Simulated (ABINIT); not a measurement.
# Ta (Im-3m) in ABINIT: notebook

One crystal, Ta, is run at these levels: SOGGA, PBE+D4, HCTH407, PBE; tasks: band structure, equation of state.

All numbers are computed with ABINIT 10.8.3 (patched build); they aren't measurements. Logs are shortened: lines on timing, memory, paths and dates and some standing lists are left out, and cuts for length are marked. The log counts tension as positive stress, the text compression.

**The experiment to reproduce.**

From “Pressure effects on the electronic structure and superconductivity of (TaNb)0.67(HfZrTi)0.33 high entropy alloy”, 2019, arxiv:1910.08312, for a bulk crystal of Ta: bulk modulus 194 GPa.

The runs below are set against these values where they give the same quantity.

### Step 1. The structure

Symmetry: Im-3m, No. 229, cubic system. Conventional cell: a = 3.303 Å, b = 3.303 Å, c = 3.303 Å, α = 90.00°, β = 90.00°, γ = 90.00°. Ta (site symmetry m-3m) has 8 Ta at 2.86 Å as nearest neighbours.

### Step 2. Band structure, SOGGA

Contents of run.abi:

```
# Datasets: ground state, then fixed potential
ndtset 2

# Pseudopotentials
pp_dirpath "./"
pseudos "Ta.GGA_PBE-JTH.xml"

# Structure
acell 3*1.0 Angstrom
rprim
    -1.6512800000     1.6512800000     1.6512800000
     1.6512800000    -1.6512800000     1.6512800000
     1.6512800000     1.6512800000    -1.6512800000
ntypat 1
znucl 73
natom 1
typat 1
xcart
     0.0000000000     0.0000000000     0.0000000000

# Plane-wave basis
ecut 19.0
pawecutdg 38.0

# Exchange and correlation
ixc -150130

# Bands and occupations
occopt 3
tsmear 0.05 eV

# SCF cycle
nstep 100

# Output
iomode 3
prtwf 0
prteig 0
prtebands 0
enunit 1
prtden1 1

# Dataset 1
kptopt1 1
ngkpt1 11 11 11
nshiftk1 1
shiftk1 0.0 0.0 0.0
nband1 11
tolvrs1 1.0e-9

# Dataset 2: bands along G-H-N-G-P-H
iscf2 -2
getden2 1
nband2 17
nbdbuf2 4
tolwfr2 1.0e-11
kptopt2 -5
ndivsm2 8
prteig2 1
kptbounds2
     0.0000000000     0.0000000000     0.0000000000
     0.5000000000    -0.5000000000     0.5000000000
     0.0000000000     0.0000000000     0.5000000000
     0.0000000000     0.0000000000     0.0000000000
     0.2500000000     0.2500000000     0.2500000000
     0.5000000000    -0.5000000000     0.5000000000
```

Potentials or basis: JTH PAW PBE v2.0.

Started as:

```console
abinit run.abi > log 2>&1
```

run.abo:

```text
.Version 10.8.3 of ABINIT
 DATASET    1 : space group Im -3 m (#229); Bravais cI (body-center cubic)
================================================================================
 Values of the parameters that define the memory need for DATASET  1.
     intxc =       0    ionmov =       0      iscf =      17    lmnmax =      18
     lnmax =       6     mgfft =      24  mpssoang =       3    mqgrid =    3001
     natom =       1  nloc_mem =       2    nspden =       1   nspinor =       1
    nsppol =       1      nsym =      48    n1xccc =       1    ntypat =       1
    occopt =       3   xclevel =       2
       mpw =         490          nfft =       13824          nkpt =          56
 PAW method is used; the additional fine FFT grid is defined by:
   mgfftf=        30    nfftf =     27000
================================================================================
================================================================================

 DATASET    2 : space group Im -3 m (#229); Bravais cI (body-center cubic)
================================================================================
 Values of the parameters that define the memory need for DATASET  2.
     intxc =       0    ionmov =       0      iscf =      -2    lmnmax =      18
     lnmax =       6     mgfft =      24  mpssoang =       3    mqgrid =    3001
     natom =       1  nloc_mem =       2    nspden =       1   nspinor =       1
    nsppol =       1      nsym =      48    n1xccc =       1    ntypat =       1
    occopt =       3   xclevel =       2
       mpw =         490          nfft =       13824          nkpt =          48
 PAW method is used; the additional fine FFT grid is defined by:
   mgfftf=        30    nfftf =     27000
================================================================================
================================================================================

--------------------------------------------------------------------------------
------------- Echo of variables that govern the present computation ------------
--------------------------------------------------------------------------------
 -outvars: echo values of preprocessed input variables --------
            acell      1.8897261259E+00  1.8897261259E+00  1.8897261259E+00 Bohr
              amu      1.80947900E+02
             ecut      1.90000000E+01 Hartree
           enunit           1
           getden1          0
           getden2          1
             iscf1         17
             iscf2         -2
                       outvar_i_n : Printing only first  50 k-points.
              ixc     -150130
           jdtset        1    2
                       outvar_i_n : Printing only first  50 k-points.
           kptopt1          1
           kptopt2         -5
         kptrlatt       11    0    0      0   11    0      0    0   11
          kptrlen1     5.94528804E+01
          kptrlen2     3.00000000E+01
            natom           1
            nband1         11
            nband2         17
           nbdbuf1          0
           nbdbuf2          4
           ndtset           2
           ndivsm1          0
           ndivsm2          8
            ngfft          24      24      24
          ngfftdg          30      30      30
             nkpt1         56
             nkpt2         48
            nstep         100
             nsym          48
           ntypat           1
                       prtocc : prtvol=0, do not print more k-points.
           occopt           3
        pawecutdg      3.80000000E+01 Hartree
         pawxcdev           0
        prtebands           0
           prteig1          0
           prteig2          1
            prtwf           0
            rprim     -1.6512800000E+00  1.6512800000E+00  1.6512800000E+00
                       1.6512800000E+00 -1.6512800000E+00  1.6512800000E+00
                       1.6512800000E+00  1.6512800000E+00 -1.6512800000E+00
           shiftk1     0.00000000E+00  0.00000000E+00  0.00000000E+00
           shiftk2     5.00000000E-01  5.00000000E-01  5.00000000E-01
          spgroup         229
           tolvrs1     1.00000000E-09
           tolvrs2     0.00000000E+00
           tolwfr1     0.00000000E+00
           tolwfr2     1.00000000E-11
           tsmear      1.83746611E-03 Hartree
            typat      1
           useylm           1
                       outvars : Printing only first  50 k-points.
            znucl       73.00000

================================================================================
[... 175 lines left out ...]
Total energy DC (eV): -4.24491649611187E+05
...

 Cartesian components of stress tensor (hartree/bohr^3)
  sigma(1 1)=  1.78839139E-04  sigma(3 2)=  0.00000000E+00
  sigma(2 2)=  1.78839139E-04  sigma(3 1)=  0.00000000E+00
  sigma(3 3)=  1.78839139E-04  sigma(2 1)=  0.00000000E+00

-Cartesian components of stress tensor (GPa)         [Pressure= -5.2616E+00 GPa]
- sigma(1 1)=  5.26162912E+00  sigma(3 2)=  0.00000000E+00
- sigma(2 2)=  5.26162912E+00  sigma(3 1)=  0.00000000E+00
- sigma(3 3)=  5.26162912E+00  sigma(2 1)=  0.00000000E+00

================================================================================
== DATASET  2 ==================================================================

--- !DatasetInfo
iteration_state: {dtset: 2, }
dimensions: {natom: 1, nkpt: 48, mband: 17, nsppol: 1, nspinor: 1, nspden: 1, mpw: 490, }
cutoff_energies: {ecut:  19.0, pawecutdg:  38.0, }
electrons: {nelect:   1.30000000E+01, charge:   0.00000000E+00, occopt:   3.00000000E+00, tsmear:   1.83746611E-03, }
meta: {optdriver: 0, ionmov: 0, optcell: 0, iscf: -2, paral_kgb: 0, }
...

 mkfilename : getden/=0, take file _DEN from output of DATASET   1.

 Real(R)+Recip(G) space primitive vectors, cartesian coordinates (Bohr,Bohr^-1):
 R(1)= -3.1204670  3.1204670  3.1204670  G(1)=  0.0000000  0.1602324  0.1602324
 R(2)=  3.1204670 -3.1204670  3.1204670  G(2)=  0.1602324  0.0000000  0.1602324
 R(3)=  3.1204670  3.1204670 -3.1204670  G(3)=  0.1602324  0.1602324  0.0000000
 Unit cell volume ucvol=  1.2153987E+02 bohr^3
 Angles (23,13,12)=  1.09471221E+02  1.09471221E+02  1.09471221E+02 degrees

 Coarse grid specifications (used for wave-functions):

 getcut: wavevector=  0.0000  0.0000  0.0000  ngfft=  24  24  24
         ecut(hartree)=     19.000   => boxcut(ratio)=   2.26302

 getcut : COMMENT -
  Note that boxcut > 2.2 ; recall that boxcut=Gcut(box)/Gcut(sphere) = 2
  is sufficient for exact treatment of convolution.
  Such a large boxcut is a waste : you could raise ecut
  e.g. ecut=   24.326062 Hartrees makes boxcut=2

 Fine grid specifications (used for densities):

 getcut: wavevector=  0.0000  0.0000  0.0000  ngfft=  30  30  30
         ecut(hartree)=     38.000   => boxcut(ratio)=   2.00025
--------------------------------------------------------------------------------

================================================================================
 Non-SCF case, kpt    1 (  0.00000  0.00000  0.00000), residuals and eigenvalues=
  3.13E-12  4.70E-12  4.22E-12  8.57E-13  3.75E-12  7.15E-12  4.22E-12  2.32E-12
  1.72E-12  1.00E-11  3.15E-12  4.89E-12  7.05E-12  8.51E-10  5.53E-06  4.44E-12
  7.29E-11
 -2.4301E+00 -1.1773E+00 -1.1773E+00 -1.1773E+00 -2.5813E-01  6.2809E-02
  6.2809E-02  6.2809E-02  1.8307E-01  1.8307E-01  5.8363E-01  5.8363E-01
  5.8363E-01  9.8990E-01  9.8990E-01  1.0809E+00  1.0809E+00
 Non-SCF case, kpt    2 (  0.04545 -0.04545  0.04545), residuals and eigenvalues=
  2.29E-12  3.96E-12  4.31E-12  9.45E-12  5.18E-12  1.84E-12  7.46E-12  5.88E-12
  9.19E-12  5.13E-12  3.80E-12  8.13E-13  1.86E-12  9.66E-09  5.62E-07  2.04E-07
  1.16E-05
[... 311 lines left out ...]
 Non-SCF case, kpt   47 (  0.47500 -0.42500  0.47500), residuals and eigenvalues=
  3.29E-12  8.17E-12  9.86E-12  3.63E-12  4.15E-12  7.54E-12  4.12E-12  1.96E-12
  7.60E-12  5.03E-12  5.41E-12  8.26E-12  2.97E-12  6.90E-12  7.41E-12  3.08E-11
  3.12E-04
 -2.4228E+00 -1.2077E+00 -1.2077E+00 -1.2062E+00 -1.0161E-01 -1.0161E-01
  2.3559E-01  2.7383E-01  2.7383E-01  3.6826E-01  3.6826E-01  3.8228E-01
  6.3421E-01  8.7385E-01  8.7385E-01  9.4733E-01  1.3075E+00
 Non-SCF case, kpt   48 (  0.50000 -0.50000  0.50000), residuals and eigenvalues=
  1.88E-12  4.88E-12  4.28E-12  5.44E-12  5.66E-12  2.87E-12  2.65E-12  2.00E-12
  2.18E-12  2.78E-12  5.57E-12  3.94E-12  7.51E-12  8.05E-13  4.80E-12  1.02E-10
  5.94E-07
 -2.4227E+00 -1.2076E+00 -1.2076E+00 -1.2076E+00 -1.0566E-01 -1.0566E-01
  2.8880E-01  2.8880E-01  2.8880E-01  3.5047E-01  3.5047E-01  3.5047E-01
  6.0944E-01  8.8239E-01  8.8239E-01  9.3694E-01  1.3651E+00

--- !ResultsGS
iteration_state: {dtset: 2, }
comment   : Summary of ground state results
lattice_vectors:
- [ -3.1204670,   3.1204670,   3.1204670, ]
- [  3.1204670,  -3.1204670,   3.1204670, ]
- [  3.1204670,   3.1204670,  -3.1204670, ]
lattice_lengths: [   5.40481,    5.40481,    5.40481, ]
lattice_angles: [109.471, 109.471, 109.471, ] # degrees, (23, 13, 12)
lattice_volume:   1.2153987E+02
convergence: {deltae:  0.000E+00, res2:  0.000E+00, residm:  9.995E-12, diffor:  0.000E+00, }
etotal    :  -5.89731446E+01
entropy   :   0.00000000E+00
fermie    :   3.43397573E-02
cartesian_stress_tensor: null
pressure_GPa: null
xred      :
- [  0.0000E+00,   0.0000E+00,   0.0000E+00, Ta]
cartesian_forces: null
force_length_stats: {min: null, max: null, mean: null, }
...

 Integrated electronic density in atomic spheres:
 ------------------------------------------------
 Atom  Sphere_radius  Integrated_density
    1        2.41973         10.65031743

================================================================================

 ----iterations are completed or convergence reached----

 Mean square residual over all n,k,spin=   43.419E-13; max=  99.953E-13
 reduced coordinates (array xred) for    1 atoms
       0.000000000000      0.000000000000      0.000000000000

 cartesian coordinates (angstrom) at end:
    1      0.00000000000000     0.00000000000000     0.00000000000000
 length scales=  1.889726125908  1.889726125908  1.889726125908 bohr
              =  1.000000000000  1.000000000000  1.000000000000 angstroms
 Eigenvalues (   eV  ) for nkpt=  48  k points:
 kpt#   1, nband= 17, wtk=  1.00000, kpt=  0.0000  0.0000  0.0000 (reduced coord)
 -66.12739  -32.03560  -32.03560  -32.03560   -7.02397    1.70911    1.70911    1.70911
   4.98164    4.98164   15.88135   15.88135   15.88135   26.93651   26.93657   29.41323
  29.41323
 kpt#   2, nband= 17, wtk=  1.00000, kpt=  0.0455 -0.0455  0.0455 (reduced coord)
 -66.12274  -32.07158  -32.05164  -32.05164   -6.83907    1.67990    1.67990    1.79654
   4.66287    5.08799   16.20789   16.20789   16.23381   24.71780   27.18876   29.18273
  29.18305
 kpt#   3, nband= 17, wtk=  1.00000, kpt=  0.0909 -0.0909  0.0909 (reduced coord)
 -66.10931  -32.17127  -32.09866  -32.09866   -6.30301    1.62378    1.62378    2.05721
   3.83910    5.38684   17.13833   17.14473   17.14473   21.58244   27.96376   28.43000
  28.43000
 kpt#   4, nband= 17, wtk=  1.00000, kpt=  0.1364 -0.1364  0.1364 (reduced coord)
 -66.08852  -32.31296  -32.17331  -32.17331   -5.47056    1.61069    1.61069    2.48532
   2.75761    5.79296   18.29886   18.56670   18.56670   18.73929   27.12060   27.12060
  29.29958
 kpt#   5, nband= 17, wtk=  1.00000, kpt=  0.1818 -0.1818  0.1818 (reduced coord)
[... 161 lines left out ...]
   6.15232   10.99589   11.82232   11.82232   21.11462   22.41001   22.41001   27.87039
  30.49065
 kpt#  46, nband= 17, wtk=  1.00000, kpt=  0.4500 -0.3500  0.4500 (reduced coord)
 -65.93739  -32.87323  -32.87323  -32.71674   -2.44718   -2.44718    4.28980    6.76839
   6.76839   10.91614   10.91614   10.97179   19.03771   23.16818   23.16818   26.60242
  32.88331
 kpt#  47, nband= 17, wtk=  1.00000, kpt=  0.4750 -0.4250  0.4750 (reduced coord)
 -65.92851  -32.86320  -32.86320  -32.82182   -2.76499   -2.76499    6.41080    7.45123
   7.45123   10.02097   10.02097   10.40227   17.25786   23.77877   23.77877   25.77817
  35.57911
 kpt#  48, nband= 17, wtk=  1.00000, kpt=  0.5000 -0.5000  0.5000 (reduced coord)
 -65.92536  -32.85938  -32.85938  -32.85938   -2.87516   -2.87516    7.85860    7.85860
   7.85860    9.53669    9.53669    9.53669   16.58365   24.01114   24.01114   25.49536
  37.14639

== END DATASET(S) ==============================================================
================================================================================

 -outvars: echo values of variables after computation  --------
            acell      1.8897261259E+00  1.8897261259E+00  1.8897261259E+00 Bohr
           etotal1    -5.8973144632E+01
            fcart1    -0.0000000000E+00 -0.0000000000E+00 -0.0000000000E+00
            rprim     -1.6512800000E+00  1.6512800000E+00  1.6512800000E+00
                       1.6512800000E+00 -1.6512800000E+00  1.6512800000E+00
                       1.6512800000E+00  1.6512800000E+00 -1.6512800000E+00
           strten1     1.7883913866E-04  1.7883913866E-04  1.7883913866E-04
                       0.0000000000E+00  0.0000000000E+00  0.0000000000E+00
 Calculation completed.
```

Run time: 23 s. Hardware: 1 thread of Intel Xeon at 2.70GHz, shared host; peak memory 0.11 GiB.

Results:

| Quantity | Value |
| --- | --- |
| Free energy | -1604.7410 eV |
| Pressure | -5.3 GPa |
| Band gap on the k mesh | none (metal or under the smearing width) |
| Valence electrons inside the program's atomic spheres | Ta 10.65 (radii [1.2805] Å) |

Levels at the corners of the path, in eV from the Fermi level:
```tsv
point	band 2	band 3	band 4	band 5	band 6	band 7	band 8	band 9	band 10	band 11
Γ	-32.97	-32.97	-32.97	-7.96	0.77	0.77	0.77	4.05	4.05	14.95
H	-33.79	-33.79	-33.79	-3.81	-3.81	6.92	6.92	6.92	8.60	8.60
N	-34.15	-33.35	-32.98	-4.39	-1.52	1.54	3.93	4.97	7.90	11.77
Γ	-32.97	-32.97	-32.97	-7.96	0.77	0.77	0.77	4.05	4.05	14.95
P	-33.57	-33.57	-33.57	-1.23	-1.23	-1.23	5.15	5.15	7.06	12.87
H	-33.79	-33.79	-33.79	-3.81	-3.81	6.92	6.92	6.92	8.60	8.60
```

Caveat: the PAW data sets were made with another functional, which shifts forces and pressure a little; spin-orbit coupling is left out, which moves the levels of the heavy elements.

### Step 3. Equation of state, PBE+D4

Contents of run.py:

```python
import json, os
import numpy as np
from ase.eos import EquationOfState
from ase.units import GPa
from ase.calculators.mixing import SumCalculator
from dftd4.ase import DFTD4
from ase.calculators.abinit import Abinit, AbinitProfile
from ase import Atoms

atoms = Atoms(['Ta'],
              cell=[[-1.65128, 1.65128, 1.65128], [1.65128, -1.65128, 1.65128], [1.65128, 1.65128, -1.65128]],
              scaled_positions=[[0.0, 0.0, 0.0]],
              pbc=True)

profile = AbinitProfile(command='abinit', pp_paths=[os.path.abspath('pseudos')])
params = dict(
    pps='pawxml', xc='PBE',
    ecut=517.0163,
    pawecutdg=1034.0327,
    kptopt=1,
    ngkpt=[11, 11, 11],
    nshiftk=1,
    shiftk=[0.0, 0.0, 0.0],
    ixc=11,
    nband=11,
    occopt=3,
    tsmear=0.05,
    nstep=100,
    tolvrs=1e-09,
    prtwf=0,
    prtden=0,
)

cell0 = atoms.cell.copy()
volumes, energies = [], []
for i, x in enumerate([0.94, 0.96, 0.98, 1.0, 1.02, 1.04, 1.06]):
    atoms.set_cell(cell0 * x ** (1 / 3), scale_atoms=True)
    atoms.calc = SumCalculator([Abinit(profile=profile, directory=f'v{i}', **params), DFTD4(method='pbe')])
    volumes.append(atoms.get_volume() / len(atoms))
    dft, disp = atoms.calc.mixer.calcs
    energies.append((dft.get_property('free_energy', atoms) + disp.get_property('energy', atoms)) / len(atoms))
    print(f'{x:5.2f} {volumes[-1]:10.5f} A^3/atom {energies[-1]:14.6f} eV/atom', flush=True)
    json.dump(dict(volumes=volumes, energies=energies), open('results.json', 'w'))
v0, e0, b0 = EquationOfState(volumes, energies, eos='birchmurnaghan').fit()
print(f'V0 {v0:.4f} A^3/atom  E0 {e0:.6f} eV/atom  B0 {b0 / GPa:.2f} GPa')
```

Potentials or basis: JTH PAW PBE v2.0.

Started as:

```console
python run.py
```

Run time: 88 s. Hardware: 1 thread of Intel Xeon at 2.70GHz, shared host; peak memory 0.11 GiB.

The run converged. Its results:

```
Equilibrium volume                      : 18.00 Å³/atom
Bulk modulus                            : 201 GPa
Pressure derivative of the bulk modulus : 4.1 (rough: it moves with the points fitted)
```

Energy against volume, from the lowest point:
```tsv
volume (Å³/atom)	energy (meV/atom)
16.930	44.33
17.290	18.93
17.650	3.80
18.010	0.00
18.371	4.65
18.731	16.69
19.091	37.36
```

Caveat: pressures at fixed basis lie under the slope of the energies; the log and the count of SCF iterations are those of the last ABINIT call alone. Spin-orbit coupling is left out, which matters for the levels of Ta.

### Step 4. Band structure, HCTH407

Contents of run.abi:

```
ndtset 2

pp_dirpath "./"
pseudos "Ta.GGA_PBE-JTH.xml"

acell 2.8601008575 2.8601008575 2.8601008575 Angstrom
rprim
    -0.5773502692     0.5773502692     0.5773502692
     0.5773502692    -0.5773502692     0.5773502692
     0.5773502692     0.5773502692    -0.5773502692
ntypat 1
znucl 73
natom 1
typat 1
xcart
     0.0000000000     0.0000000000     0.0000000000 Angstrom

ecut 19.0
pawecutdg 38.0

ixc 27

occopt 3
tsmear 0.00183747

nstep 100

iomode 3
prtwf 0
prteig 0
prtebands 0
enunit 1
prtden1 1
prtvha1 1
prtvclmb1 1
prtpot1 1

kptopt1 1
ngkpt1 11 11 11
nshiftk1 1
shiftk1 0.0 0.0 0.0
nband1 11
tolvrs1 1.0e-9

iscf2 -2
getden2 1
nband2 17
nbdbuf2 4
tolwfr2 1.0e-11
kptopt2 -5
ndivsm2 6
prteig2 1
prtvol2 -3
kptbounds2
     0.0000000000     0.0000000000     0.0000000000
     0.5000000000    -0.5000000000     0.5000000000
     0.0000000000     0.0000000000     0.5000000000
     0.0000000000     0.0000000000     0.0000000000
     0.2500000000     0.2500000000     0.2500000000
     0.5000000000    -0.5000000000     0.5000000000
```

Started as:

```console
abinit run.abi > log 2>&1
```

Wall time 17 s (1 thread of Intel Xeon at 2.70GHz, shared host); peak memory 0.11 GiB.

It converged, with:

* Free energy: -1616.3215 eV
* Pressure: -4.3 GPa
* Band gap on the k mesh: none (metal or under the smearing width)
* Valence electrons inside the program's atomic spheres: Ta 10.62 (radii [1.2805] Å)

Levels at the corners of the path, in eV from the Fermi level:
```csv
point,band 4,band 5,band 6,band 7,band 8,band 9
Γ,-33.68,-7.92,0.92,0.92,0.92,3.97
H,-34.43,-3.83,-3.83,6.77,6.77,6.77
N,-33.69,-4.30,-1.37,1.28,3.97,4.95
Γ,-33.68,-7.92,0.92,0.92,0.92,3.97
P,-34.23,-1.25,-1.25,-1.25,5.12,5.12
H,-34.43,-3.83,-3.83,6.77,6.77,6.77
```

Caveat: the PAW data sets were made with another functional, which shifts forces and pressure a little; spin-orbit coupling is left out, which moves the levels of the heavy elements.

[end of part 1 of 2]
